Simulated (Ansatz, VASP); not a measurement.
# Ga in VASP and in Ansatz

File INCAR:

```
ALGO = Normal
EDIFF = 1E-6
ENCUT = 520
GGA = PE
ISIF = 2
ISMEAR = -1
LASPH = T
LCHARG = T
LELF = T
LREAL = F
LVHAR = T
LWAVE = F
NBANDS = 12
NELM = 80
PREC = Accurate
SIGMA = 0.08
```

File KPOINTS:

```
k-points
0
Gamma
  16 16 16
```

POSCAR

```
Ga
1.0
    2.7353052329      0.0000000000      0.0000000000
    0.0000000000      2.7353052329      0.0000000000
    0.0000000000      0.0000000000      2.7353052329
Ga
1
Direct
    0.0000000000      0.0000000000      0.0000000000
```

Input for Ansatz:

```yaml
crystal:
  lattice:
    - [2.7353052329, 0.0, 0.0]
    - [0.0, 2.7353052329, 0.0]
    - [0.0, 0.0, 2.7353052329]
  atoms:
    - { symbol: Ga, position: [0.0, 0.0, 0.0] }
kpoints:
  mp_grid: { grid: [16, 16, 16] }
scf:
  occupations: { method: fermi_dirac, width: 0.08 }
hamiltonian:
  xc: pbe
  pseudopotentials: { kind: all_electron, lapw: { basis_error: 0.0005 } }
output:
  forces: true
  stress: true
  eigenvalues: true
```

Change from the starting cell: volume scaled by 1.02.

Alike in both runs: task single point; functional PBE; k mesh 16 × 16 × 16; occupations fermi-dirac, width 0.08 eV; no spin polarisation.

```csv
,VASP,Ansatz
version,VASP 6.6.1,Ansatz 0.2.0
potentials or method,"VASP PAW PBE potentials, release 64 (Ga_d)","all-electron LAPW, scalar-relativistic"
plane-wave cutoff (eV),520,see its input
```

|  | VASP | Ansatz | Ansatz less VASP |
| --- | --- | --- | --- |
| pressure (GPa) | -0.8 | -0.8 | -0.03 |

Ansatz ran all-electron here, so the differences hold the error of VASP's frozen core and of both bases.
